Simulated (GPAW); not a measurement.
# TiB2 (P6/mmm) in GPAW: relaxation of cell and atoms with PBEsol+D4

Aim: the relaxation of cell and atoms of TiB2 with PBEsol+D4.

All numbers are computed with GPAW 26.7.0; they aren't measurements. Logs are shortened: lines on timing, memory, paths and dates and some standing lists are left out, and cuts for length are marked. The log counts tension as positive stress, the text compression.

### 1 The structure

It takes space group P6/mmm (No. 191, hexagonal). The conventional cell has a = 3.029 Å, b = 3.029 Å, c = 3.228 Å, α = 90.00°, β = 90.00°, γ = 120.00°. Ti (site symmetry 6/mmm) is surrounded by 12 B at 2.38 Å. Around B (site symmetry -6m2) lie 3 B at 1.75 Å.

### 2 Relaxation of cell and atoms, PBEsol+D4

run.py

```python
from ase import Atoms
from ase.calculators.mixing import SumCalculator
from ase.filters import FrechetCellFilter
from ase.io import write
from ase.optimize import BFGS
from dftd4.ase import DFTD4
from gpaw import GPAW, PW, setup_paths

setup_paths.insert(0, '.')

atoms = Atoms(['Ti', 'B', 'B'],
              cell=[[3.0292, 0.0, 0.0],
                    [-1.5146, 2.6233641531, 0.0],
                    [0.0, 0.0, 3.2284]],
              scaled_positions=[[0.0, 0.0, 0.0],
                                [0.6666666667, 0.3333333333, 0.5],
                                [0.3333333333, 0.6666666667, 0.5]],
              pbc=True)

calc = GPAW(mode=PW(800),
            xc='PBEsol',
            kpts={'size': (7, 7, 6), 'gamma': True},
            occupations={'name': 'fermi-dirac', 'width': 0.05},
            nbands=20,
            convergence={'density': 1e-05, 'forces': 0.0001},
            maxiter=150,
            txt='gpaw.txt')
atoms.calc = SumCalculator([calc, DFTD4(method='pbesol')])
opt = BFGS(FrechetCellFilter(atoms), trajectory='relax.traj', logfile='-')
done = opt.run(fmax=0.02, steps=60)
calc.write('gs.gpw')
write('result.traj', atoms)
print('Converged:', done)
print('Cell:', atoms.cell.cellpar().round(4))
print('Volume:', round(atoms.get_volume(), 4))
print(atoms.get_scaled_positions().round(5))
```

Potentials or basis: PAW data sets generated in the run's folder for this functional, pw.

Command:

```console
$ gpaw-setup -f PBEsol B Ti
$ OMP_NUM_THREADS=1 python run.py
```

gpaw.txt:

```text
__  _  _
 | _ |_)|_||  |
 |__||  | ||/\| - 26.7.0

Input parameters:
  mode=PW(ecut=800.0),
  convergence={'density': 1e-05, 'forces': 0.0001},
  kpts=MonkhorstPack(size=(7, 7, 6), gamma=True),
  maxiter=150,
  nbands=20,
  occupations=Occupations(name='fermi-dirac', width=0.05),
  xc=XC(name='PBEsol')

Diagonalizing LCAO Hamiltonian
Converting LCAO to pw mode

         B  B

       Ti

Atoms  # Å, Bohr magnetons
|   | symbol |         x |        y |        z |    initial magnetic moments |
|---|--------|-----------|----------|----------|-----------------------------|
| 0 |     Ti |  0.000000 | 0.000000 | 0.000000 | ( 0.0000,  0.0000,  0.0000) |
| 1 |      B |  1.514600 | 0.874455 | 1.614200 | ( 0.0000,  0.0000,  0.0000) |
| 2 |      B | -0.000000 | 1.748909 | 1.614200 | ( 0.0000,  0.0000,  0.0000) |

Unit cell  # Å
| periodic |         x |        y |        z |  lengths |     angles |
|----------|-----------|----------|----------|----------|------------|
|      yes |  3.029200 | 0.000000 | 0.000000 | 3.029200 |  90.000000 |
|      yes | -1.514600 | 2.623364 | 0.000000 | 3.029200 |  90.000000 |
|      yes |  0.000000 | 0.000000 | 3.228400 | 3.228400 | 120.000000 |

Number of symmetries: 24
Symmetry operations  # r_c * U_cc + t_c -> r_c
|    | kind |            matrix            |
|----|------|------------------------------|
|  0 |  σ   |  1, 1, 0,  0,-1, 0,  0, 0, 1 |
|  1 |  C2  |  1, 1, 0,  0,-1, 0,  0, 0,-1 |
|  2 |  C6  |  1, 1, 0, -1, 0, 0,  0, 0, 1 |
|  3 |  S6  |  1, 1, 0, -1, 0, 0,  0, 0,-1 |
|  4 |  E   |  1, 0, 0,  0, 1, 0,  0, 0, 1 |
|  5 |  σ   |  1, 0, 0,  0, 1, 0,  0, 0,-1 |
|  6 |  σ   |  1, 0, 0, -1,-1, 0,  0, 0, 1 |
|  7 |  C2  |  1, 0, 0, -1,-1, 0,  0, 0,-1 |
|  8 |  σ   |  0, 1, 0,  1, 0, 0,  0, 0, 1 |
|  9 |  C2  |  0, 1, 0,  1, 0, 0,  0, 0,-1 |
| 10 |  C3  |  0, 1, 0, -1,-1, 0,  0, 0, 1 |
| 11 |  S3  |  0, 1, 0, -1,-1, 0,  0, 0,-1 |
| 12 |  C6  |  0,-1, 0,  1, 1, 0,  0, 0, 1 |
| 13 |  S6  |  0,-1, 0,  1, 1, 0,  0, 0,-1 |
| 14 |  σ   |  0,-1, 0, -1, 0, 0,  0, 0, 1 |
| 15 |  C2  |  0,-1, 0, -1, 0, 0,  0, 0,-1 |
| 16 |  σ   | -1, 0, 0,  1, 1, 0,  0, 0, 1 |
[... 197 lines left out ...]
No gap
No difference between direct/indirect transitions

Stress tensor  # eV/Ang^3
|         x |         y |        z |
|-----------|-----------|----------|
|  0.022220 | -0.000000 | 0.000000 |
| -0.000000 |  0.022220 | 0.000000 |
|  0.000000 |  0.000000 | 0.042582 |

Forces  # eV/Ang
|        x |       y |       z |
|----------|---------|---------|
|  0.00000 | 0.00000 | 0.00000 |  # Ti   0
| -0.00000 | 0.00000 | 0.00000 |  # B    1
| -0.00000 | 0.00000 | 0.00000 |  # B    2

Diagonalizing LCAO Hamiltonian
Converting LCAO to pw mode

         B  B

       Ti

Atoms  # Å, Bohr magnetons
|   | symbol |         x |        y |        z |    initial magnetic moments |
|---|--------|-----------|----------|----------|-----------------------------|
| 0 |     Ti | -0.000000 | 0.000000 | 0.000000 | ( 0.0000,  0.0000,  0.0000) |
| 1 |      B |  1.511742 | 0.872805 | 1.609371 | ( 0.0000,  0.0000,  0.0000) |
| 2 |      B |  0.000000 | 1.745609 | 1.609371 | ( 0.0000,  0.0000,  0.0000) |

Unit cell  # Å
| periodic |         x |         y |         z |  lengths |     angles |
|----------|-----------|-----------|-----------|----------|------------|
|      yes |  3.023483 |  0.000001 |  0.000000 | 3.023483 |  90.000000 |
|      yes | -1.511741 |  2.618413 | -0.000000 | 3.023483 |  90.000000 |
|      yes |  0.000000 | -0.000000 |  3.218742 | 3.218742 | 119.999979 |

Number of symmetries: 8
Symmetry operations  # r_c * U_cc + t_c -> r_c
|   | kind |            matrix            |
|---|------|------------------------------|
| 0 |  E   |  1, 0, 0,  0, 1, 0,  0, 0, 1 |
| 1 |  σ   |  1, 0, 0,  0, 1, 0,  0, 0,-1 |
| 2 |  σ   |  0, 1, 0,  1, 0, 0,  0, 0, 1 |
| 3 |  C2  |  0, 1, 0,  1, 0, 0,  0, 0,-1 |
| 4 |  σ   |  0,-1, 0, -1, 0, 0,  0, 0, 1 |
| 5 |  C2  |  0,-1, 0, -1, 0, 0,  0, 0,-1 |
| 6 |  C2  | -1, 0, 0,  0,-1, 0,  0, 0, 1 |
| 7 |  i   | -1, 0, 0,  0,-1, 0,  0, 0,-1 |
[... 190 lines left out ...]
No gap
No difference between direct/indirect transitions

Stress tensor  # eV/Ang^3
|        x |        y |        z |
|----------|----------|----------|
| 0.011853 | 0.000001 | 0.000000 |
| 0.000001 | 0.011854 | 0.000000 |
| 0.000000 | 0.000000 | 0.031937 |

Forces  # eV/Ang
|        x |        y |       z |
|----------|----------|---------|
|  0.00000 | -0.00000 | 0.00000 |  # Ti   0
|  0.00000 | -0.00000 | 0.00000 |  # B    1
| -0.00000 |  0.00000 | 0.00000 |  # B    2

Interpolating wave functions to new cell

         B
            B

       Ti

Atoms  # Å, Bohr magnetons
|   | symbol |         x |        y |         z |    initial magnetic moments |
|---|--------|-----------|----------|-----------|-----------------------------|
| 0 |     Ti | -0.000000 | 0.000000 | -0.000000 | ( 0.0000,  0.0000,  0.0000) |
| 1 |      B |  1.499189 | 0.865559 |  1.586182 | ( 0.0000,  0.0000,  0.0000) |
| 2 |      B |  0.000002 | 1.731115 |  1.586182 | ( 0.0000,  0.0000,  0.0000) |

Unit cell  # Å
| periodic |         x |         y |         z |  lengths |     angles |
|----------|-----------|-----------|-----------|----------|------------|
|      yes |  2.998375 |  0.000003 | -0.000000 | 2.998375 |  90.000000 |
|      yes | -1.499185 |  2.596671 |  0.000000 | 2.998375 |  90.000000 |
|      yes |  0.000000 | -0.000000 |  3.172365 | 3.172365 | 119.999871 |

Number of symmetries: 8
Symmetry operations  # r_c * U_cc + t_c -> r_c
|   | kind |            matrix            |
|---|------|------------------------------|
| 0 |  E   |  1, 0, 0,  0, 1, 0,  0, 0, 1 |
| 1 |  σ   |  1, 0, 0,  0, 1, 0,  0, 0,-1 |
| 2 |  σ   |  0, 1, 0,  1, 0, 0,  0, 0, 1 |
| 3 |  C2  |  0, 1, 0,  1, 0, 0,  0, 0,-1 |
| 4 |  σ   |  0,-1, 0, -1, 0, 0,  0, 0, 1 |
| 5 |  C2  |  0,-1, 0, -1, 0, 0,  0, 0,-1 |
| 6 |  C2  | -1, 0, 0,  0,-1, 0,  0, 0, 1 |
| 7 |  i   | -1, 0, 0,  0,-1, 0,  0, 0,-1 |
[... 189 lines left out ...]
No gap
No difference between direct/indirect transitions

Stress tensor  # eV/Ang^3
|         x |         y |         z |
|-----------|-----------|-----------|
| -0.038142 |  0.000005 |  0.000000 |
|  0.000005 | -0.038137 |  0.000000 |
|  0.000000 |  0.000000 | -0.022984 |

Forces  # eV/Ang
|        x |        y |       z |
|----------|----------|---------|
| -0.00000 |  0.00000 | 0.00000 |  # Ti   0
|  0.00000 | -0.00000 | 0.00000 |  # B    1
| -0.00000 |  0.00000 | 0.00000 |  # B    2

Interpolating wave functions to new cell

         B
            B

       Ti

Atoms  # Å, Bohr magnetons
|   | symbol |         x |        y |         z |    initial magnetic moments |
|---|--------|-----------|----------|-----------|-----------------------------|
| 0 |     Ti | -0.000000 | 0.000000 | -0.000000 | ( 0.0000,  0.0000,  0.0000) |
| 1 |      B |  1.500027 | 0.866043 |  1.585855 | ( 0.0000,  0.0000,  0.0000) |
| 2 |      B |  0.000002 | 1.732083 |  1.585855 | ( 0.0000,  0.0000,  0.0000) |

Unit cell  # Å
| periodic |         x |         y |         z |  lengths |     angles |
|----------|-----------|-----------|-----------|----------|------------|
|      yes |  3.000051 |  0.000003 |  0.000000 | 3.000051 |  90.000000 |
|      yes | -1.500022 |  2.598122 | -0.000000 | 3.000051 |  90.000000 |
|      yes |  0.000000 | -0.000000 |  3.171709 | 3.171709 | 119.999867 |

Number of symmetries: 8
Symmetry operations  # r_c * U_cc + t_c -> r_c
|   | kind |            matrix            |
|---|------|------------------------------|
| 0 |  E   |  1, 0, 0,  0, 1, 0,  0, 0, 1 |
| 1 |  σ   |  1, 0, 0,  0, 1, 0,  0, 0,-1 |
| 2 |  σ   |  0, 1, 0,  1, 0, 0,  0, 0, 1 |
| 3 |  C2  |  0, 1, 0,  1, 0, 0,  0, 0,-1 |
| 4 |  σ   |  0,-1, 0, -1, 0, 0,  0, 0, 1 |
| 5 |  C2  |  0,-1, 0, -1, 0, 0,  0, 0,-1 |
| 6 |  C2  | -1, 0, 0,  0,-1, 0,  0, 0, 1 |
| 7 |  i   | -1, 0, 0,  0,-1, 0,  0, 0,-1 |
[... 187 lines left out ...]
No gap
No difference between direct/indirect transitions

Stress tensor  # eV/Ang^3
|         x |         y |         z |
|-----------|-----------|-----------|
| -0.035502 |  0.000005 |  0.000000 |
|  0.000005 | -0.035497 | -0.000000 |
|  0.000000 | -0.000000 | -0.022808 |

Forces  # eV/Ang
|        x |        y |       z |
|----------|----------|---------|
|  0.00000 |  0.00000 | 0.00000 |  # Ti   0
| -0.00000 |  0.00000 | 0.00000 |  # B    1
|  0.00000 | -0.00000 | 0.00000 |  # B    2

Interpolating wave functions to new cell

         B
            B

       Ti

Atoms  # Å, Bohr magnetons
|   | symbol |        x |        y |        z |    initial magnetic moments |
|---|--------|----------|----------|----------|-----------------------------|
| 0 |     Ti | 0.000000 | 0.000000 | 0.000000 | ( 0.0000,  0.0000,  0.0000) |
| 1 |      B | 1.503749 | 0.868192 | 1.580745 | ( 0.0000,  0.0000,  0.0000) |
| 2 |      B | 0.000002 | 1.736381 | 1.580745 | ( 0.0000,  0.0000,  0.0000) |

Unit cell  # Å
| periodic |         x |        y |         z |  lengths |     angles |
|----------|-----------|----------|-----------|----------|------------|
|      yes |  3.007494 | 0.000005 | -0.000000 | 3.007494 |  90.000000 |
|      yes | -1.503743 | 2.604568 |  0.000000 | 3.007494 |  90.000000 |
|      yes | -0.000000 | 0.000000 |  3.161491 | 3.161491 | 119.999824 |

Number of symmetries: 8
Symmetry operations  # r_c * U_cc + t_c -> r_c
|   | kind |            matrix            |
|---|------|------------------------------|
| 0 |  E   |  1, 0, 0,  0, 1, 0,  0, 0, 1 |
| 1 |  σ   |  1, 0, 0,  0, 1, 0,  0, 0,-1 |
| 2 |  σ   |  0, 1, 0,  1, 0, 0,  0, 0, 1 |
| 3 |  C2  |  0, 1, 0,  1, 0, 0,  0, 0,-1 |
| 4 |  σ   |  0,-1, 0, -1, 0, 0,  0, 0, 1 |
| 5 |  C2  |  0,-1, 0, -1, 0, 0,  0, 0,-1 |
| 6 |  C2  | -1, 0, 0,  0,-1, 0,  0, 0, 1 |
| 7 |  i   | -1, 0, 0,  0,-1, 0,  0, 0,-1 |
[... 187 lines left out ...]
No gap
No difference between direct/indirect transitions

Stress tensor  # eV/Ang^3
|         x |         y |         z |
|-----------|-----------|-----------|
| -0.025610 |  0.000006 |  0.000000 |
|  0.000006 | -0.025603 |  0.000000 |
|  0.000000 |  0.000000 | -0.029370 |

Forces  # eV/Ang
|        x |        y |       z |
|----------|----------|---------|
| -0.00000 | -0.00000 | 0.00000 |  # Ti   0
| -0.00001 |  0.00000 | 0.00000 |  # B    1
|  0.00001 | -0.00000 | 0.00000 |  # B    2

Interpolating wave functions to new cell

         B
            B

       Ti

Atoms  # Å, Bohr magnetons
|   | symbol |        x |        y |        z |    initial magnetic moments |
|---|--------|----------|----------|----------|-----------------------------|
| 0 |     Ti | 0.000000 | 0.000000 | 0.000000 | ( 0.0000,  0.0000,  0.0000) |
| 1 |      B | 1.503914 | 0.868288 | 1.579117 | ( 0.0000,  0.0000,  0.0000) |
| 2 |      B | 0.000002 | 1.736572 | 1.579117 | ( 0.0000,  0.0000,  0.0000) |

Unit cell  # Å
| periodic |         x |         y |         z |  lengths |     angles |
|----------|-----------|-----------|-----------|----------|------------|
|      yes |  3.007825 |  0.000005 | -0.000000 | 3.007825 |  90.000000 |
|      yes | -1.503908 |  2.604855 |  0.000000 | 3.007825 |  90.000000 |
|      yes | -0.000000 | -0.000000 |  3.158235 | 3.158235 | 119.999817 |

Number of symmetries: 8
Symmetry operations  # r_c * U_cc + t_c -> r_c
|   | kind |            matrix            |
|---|------|------------------------------|
| 0 |  E   |  1, 0, 0,  0, 1, 0,  0, 0, 1 |
| 1 |  σ   |  1, 0, 0,  0, 1, 0,  0, 0,-1 |
| 2 |  σ   |  0, 1, 0,  1, 0, 0,  0, 0, 1 |
| 3 |  C2  |  0, 1, 0,  1, 0, 0,  0, 0,-1 |
| 4 |  σ   |  0,-1, 0, -1, 0, 0,  0, 0, 1 |
| 5 |  C2  |  0,-1, 0, -1, 0, 0,  0, 0,-1 |
| 6 |  C2  | -1, 0, 0,  0,-1, 0,  0, 0, 1 |
| 7 |  i   | -1, 0, 0,  0,-1, 0,  0, 0,-1 |
[... 187 lines left out ...]
No gap
No difference between direct/indirect transitions

Stress tensor  # eV/Ang^3
|         x |         y |         z |
|-----------|-----------|-----------|
| -0.025838 |  0.000007 |  0.000000 |
|  0.000007 | -0.025830 |  0.000000 |
|  0.000000 |  0.000000 | -0.032509 |

Forces  # eV/Ang
|        x |        y |       z |
|----------|----------|---------|
| -0.00000 |  0.00000 | 0.00000 |  # Ti   0
| -0.00001 |  0.00000 | 0.00000 |  # B    1
|  0.00001 | -0.00000 | 0.00000 |  # B    2

# Writing to gs.gpw (mode='')
```

Wall time 2.2 min (1 thread of Arm Neoverse V2, shared host); peak memory 0.29 GiB.

What came out:

```
Free energy                            : -25.3598 eV
Relaxed volume                         : 8.25 Å³/atom
Relaxed cell                           : a = 3.008 Å, b = 3.008 Å, c = 3.158 Å, α = 90.00°, β = 90.00°, γ = 120.00°
Space group after relaxing (to 0.05 Å) : P6/mmm (No. 191)
Energy gained by relaxing              : 9.0 meV/atom
Ionic steps                            : 6
Pressure after relaxing                : -0.1 GPa
Band gap on the k mesh                 : none (metal or under the smearing width)
Dispersion energy per atom             : -0.206 eV
```

The path:
```tsv
step	energy change (eV)	largest force (eV/Å)	pressure (GPa)	volume (Å³)
1	0.0000	0.0000	-8.88	25.66
2	-0.0087	0.0000	-7.27	25.48
3	-0.0254	0.0000	0.70	24.70
4	-0.0259	0.0000	0.42	24.72
5	-0.0271	0.0000	-0.28	24.76
6	-0.0271	0.0000	-0.10	24.74
```

Final structure:
```yaml
crystal:
  lattice:
    - [3.00782, 0.00000, 0.00000]
    - [-1.50391, 2.60485, 0.00000]
    - [0.00000, 0.00000, 3.15823]
  atoms:
    - { symbol: Ti, position: [0.00000, 0.00000, 0.00000] }
    - { symbol: B, position: [0.66667, 0.33333, 0.50000] }
    - { symbol: B, position: [0.33333, 0.66667, 0.50000] }
```

Caveat: later steps reuse the first step's grids; pairwise dispersion overbinds metals, which lowers pressure and volume.
